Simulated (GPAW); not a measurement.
CaSe:

```xyz
2
Lattice="0.0000 2.9560 2.9560 2.9560 0.0000 2.9560 2.9560 2.9560 0.0000" Properties=species:S:1:pos:R:3 pbc="T T T"
Se    2.9560    2.9560    2.9560
Ca    0.0000    0.0000    0.0000
```

Base run:

```yaml
Program: GPAW 26.7.0
Functional: PBE
Potentials_or_basis: GPAW PAW data sets (gpaw-data 1.2.1)
Cutoff: 450 eV
Basis: pw
k_mesh: 6 × 6 × 6
Occupations: fermi-dirac, width 0.05 eV
Spin: no spin polarisation
```

Its results: band gap on the k mesh 2.04 eV, indirect (least direct gap 2.98 eV); pressure 1.2 GPa.

Question: The run is repeated on the same cell with these changes: functional from PBE to LDA; potentials or basis from GPAW PAW data sets (gpaw-data 1.2.1) to the program's PAW data sets (release 1.2.1) made for this functional. What comes out?

Answer: Band gap on the k mesh 1.89 eV, indirect (least direct gap 2.84 eV); pressure -3.1 GPa.

Caveats: the cutoff is short for stress and forces, so pressures can be off by a GPa or more.

A k mesh can miss the band edges.
